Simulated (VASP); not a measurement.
CaF2 (Fluorite):

```xyz
3
Lattice="0.0000 2.7552 2.7552 2.7552 0.0000 2.7552 2.7552 2.7552 0.0000" Properties=species:S:1:pos:R:3 pbc="T T T"
Ca    0.0000    0.0000    0.0000
F     1.3776    1.3776    1.3776
F     4.1328    4.1328    4.1328
```

```yaml
Program: VASP 6.6.1
Task: relaxation of cell and atoms
Functional: r2SCAN
Potentials_or_basis: VASP PAW PBE potentials, release 64 (Ca_sv, F)
Cutoff: 600 eV
k_mesh: 8 × 8 × 8
Occupations: gaussian, width 0.02 eV
Spin: no spin polarisation
```

At the start: pressure -2.9 GPa; volume 13.94 Å³/atom.

Q: Where does the relaxation end?

A: Over 3 steps the energy falls by 4.3 meV/atom and the volume is 13.47 Å³/atom (-3.4 %); space group Fm-3m (No. 225, to 0.05 Å).

Step by step:
| step | energy change (eV) | largest force (eV/Å) | pressure (GPa) | volume (Å³) |
| --- | --- | --- | --- | --- |
| 1 | 0.0000 | 0.0000 | -2.85 | 41.83 |
| 2 | -0.0129 | 0.0000 | 0.12 | 40.34 |
| 3 | -0.0130 | 0.0000 | 0.04 | 40.40 |

Final structure:
```xyz
3
Lattice="0.0000 2.7235 2.7235 2.7235 0.0000 2.7235 2.7235 2.7235 0.0000" Properties=species:S:1:pos:R:3 pbc="T T T"
Ca    0.0000    0.0000    0.0000
F     1.3617    1.3617    1.3617
F     4.0852    4.0852    4.0852
```

Caveat: the PAW data sets were made with another functional, which shifts forces and pressure a little.
